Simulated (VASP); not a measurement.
A VASP 6.6.1 single-point calculation on BN

INCAR

```
PREC = Accurate
ENCUT = 520
NBANDS = 11
LWAVE = .FALSE.
ISIF = 2
IBRION = -1
LCHARG = .FALSE.
SIGMA = 0.02
NSW = 0
LASPH = .TRUE.
GGA = PE
EDIFF = 0.0001
ISMEAR = -1
NELM = 78
LREAL = .FALSE.
```

KPOINTS

```
KPOINTS created by Atomic Simulation Environment
0
Gamma
12 12 12
0 0 0
```

POSCAR

```
B  N
 1.0000000000000000
     0.0000000000000000    1.8048254497000000    1.8499460859000001
     1.8048254497000000    0.0000000000000000    1.8499460859000001
     1.8048254497000000    1.8048254497000000    0.0000000000000000
 B   N
   1   1
Cartesian
  0.0000000000000000  0.0000000000000000  0.0000000000000000
  0.9024127248500000  0.9024127248500000  0.9249730429500000
```

The recommended PBE PAW datasets give the neutral cell 8 valence electrons.

Command

```
mpirun -np 1 vasp_std
```

OSZICAR

```
N       E                     dE             d eps       ncg     rms          rms(c)
DAV:   1     0.104900167598E+02    0.10490E+02   -0.49982E+03  3714   0.723E+02
DAV:   2    -0.178371701535E+02   -0.28327E+02   -0.27504E+02  4356   0.163E+02
DAV:   3    -0.183737140808E+02   -0.53654E+00   -0.53585E+00  4189   0.193E+01
DAV:   4    -0.183743521580E+02   -0.63808E-03   -0.63807E-03  3871   0.753E-01
DAV:   5    -0.183743527701E+02   -0.61205E-06   -0.61200E-06  3813   0.228E-02    0.659E+00
DAV:   6    -0.175188747609E+02    0.85548E+00   -0.29731E+00  3775   0.985E+00    0.320E+00
DAV:   7    -0.174533929939E+02    0.65482E-01   -0.95369E-02  3991   0.257E+00    0.190E+00
DAV:   8    -0.174397084199E+02    0.13685E-01   -0.34646E-02  3942   0.135E+00    0.182E-01
DAV:   9    -0.174398667405E+02   -0.15832E-03   -0.10048E-03  3796   0.257E-01    0.817E-02
DAV:  10    -0.174399566625E+02   -0.89922E-04   -0.12522E-04  3907   0.956E-02
   1 F= -.17439957E+02 E0= -.17439957E+02  d E =-.356500E-13
```

Standard output (part)

```
POSCAR found type information on POSCAR B N
 POSCAR found :  2 types and       2 ions
 LDA part: xc-table for (Slater+PW92), standard interpolation
 POSCAR, INCAR and KPOINTS ok, starting setup
 WAVECAR not read
 entering main loop
```

From OUTCAR

```
k-points           NKPTS =    163   k-points in BZ     NKDIM =    163   number of bands    NBANDS=     11

   NELECT =       8.0000    total number of electrons

   dimension x,y,z NGX =    20 NGY =   20 NGZ =   20
   dimension x,y,z NGXF=    40 NGYF=   40 NGZF=   40

  energy-cutoff  :      520.00
  volume of cell :       12.05
      direct lattice vectors                 reciprocal lattice vectors
     0.000000000  1.804825450  1.849946086    -0.277035101  0.277035101  0.270278147
     1.804825450  0.000000000  1.849946086     0.277035101 -0.277035101  0.270278147
     1.804825450  1.804825450  0.000000000     0.277035101  0.277035101 -0.270278147

 k-points in reciprocal lattice and weights: KPOINTS created by Atomic Simulation Env
   0.00000000  0.00000000  0.00000000       0.001
   0.08333333  0.00000000  0.00000000       0.005
   0.16666667  0.00000000  0.00000000       0.005
   0.25000000  0.00000000  0.00000000       0.005
   0.33333333  0.00000000  0.00000000       0.005
   0.41666667  0.00000000  0.00000000       0.005
   0.50000000  0.00000000  0.00000000       0.002
   0.08333333  0.08333333  0.00000000       0.001
   ...

 E-fermi :   7.7245

 k-point     1 :       0.0000    0.0000    0.0000
  band No.  band energies     occupation
      1     -12.8459      2.00000
      2       6.9895      2.00000
      3       7.2402      2.00000
      4       7.2402      2.00000
      5      15.8267      0.00000
      6      15.8267      0.00000
      7      16.0018      0.00000
      8      17.1716      0.00000
      9      31.5294      0.00000
     10      33.9708      0.00000
     11      34.4627      0.00000

 k-point     2 :       0.0833    0.0000    0.0000
  band No.  band energies     occupation
      1     -12.6795      2.00000
      2       6.2397      2.00000
      3       6.9047      2.00000
      4       7.0728      2.00000
      5      15.9869      0.00000
      6      16.0983      0.00000
      7      16.2778      0.00000
      8      17.7562      0.00000
      9      31.3453      0.00000
     10      31.9849      0.00000
     11      32.9600      0.00000

 k-point     3 :       0.1667    0.0000    0.0000
  band No.  band energies     occupation
      1     -12.1869      2.00000
      2       4.1851      2.00000
      3       6.4376      2.00000
      4       6.6652      2.00000
      5      16.2513      0.00000
      6      16.7419      0.00000
      7      16.8723      0.00000
      8      19.1106      0.00000
      9      30.4570      0.00000
     10      31.0304      0.00000
     11      31.3147      0.00000

 k-point     4 :       0.2500    0.0000    0.0000
  band No.  band energies     occupation
      1     -11.3920      2.00000
      2       1.7591      2.00000
      3       5.9108      2.00000
      4       6.1949      2.00000
      5      16.4956      0.00000
      6      17.3883      0.00000
      7      17.4387      0.00000
      8      20.4638      0.00000
      9      30.0734      0.00000
     10      30.6460      0.00000
     11      30.7739      0.00000

 k-point     5 :       0.3333    0.0000    0.0000
  band No.  band energies     occupation
      1     -10.3590      2.00000
      2      -0.5894      2.00000
      3       5.4609      2.00000
      4       5.7942      2.00000
      5      16.6845      0.00000
      6      17.7411      0.00000
      7      17.7614      0.00000
      8      21.4547      0.00000
      9      30.0479      0.00000
     10      31.3425      0.00000
     11      31.4026      0.00000

 ...

  Total        0.0627950      0.0627950     -1.0971847      0.0000000      0.0000000     -0.0000000
  in kB        8.3478763      8.3478763   -145.8582043      0.0000000      0.0000000     -0.0000000
  external PRESSURE =     -43.0541506 kB  Pullay stress =       0.0000000 kB

 POSITION                                       TOTAL-FORCE (eV/Angst)
 -----------------------------------------------------------------------------------
      0.00000      0.00000      0.00000        -0.000000     -0.000000      0.000000
      0.90241      0.90241      0.92497         0.000000      0.000000     -0.000000
 -----------------------------------------------------------------------------------
    total drift:                               -0.000001     -0.000001      0.000001

  FREE ENERGIE OF THE ION-ELECTRON SYSTEM (eV)
  ---------------------------------------------------
  free  energy   TOTEN  =       -17.4399566625 eV

  energy  without entropy=      -17.4399566625  energy(sigma->0) =      -17.43995666
```

It converged. Results: gap between bands v and c on the k mesh 4.22 eV; least direct gap on the k mesh 8.59 eV; pressure -4.3 GPa. Band v is the last that the valence electrons fill when counted band by band, and c is the next.

For comparison, a separate PBE run of the intended cell, on usual settings and not on those above, gives a gap of 4.22 eV on its mesh and a pressure of -4.2 GPa.

The run above took about 13 s on one core of a shared host (Intel Xeon Platinum 8488C) and held 0.13 GiB at most.
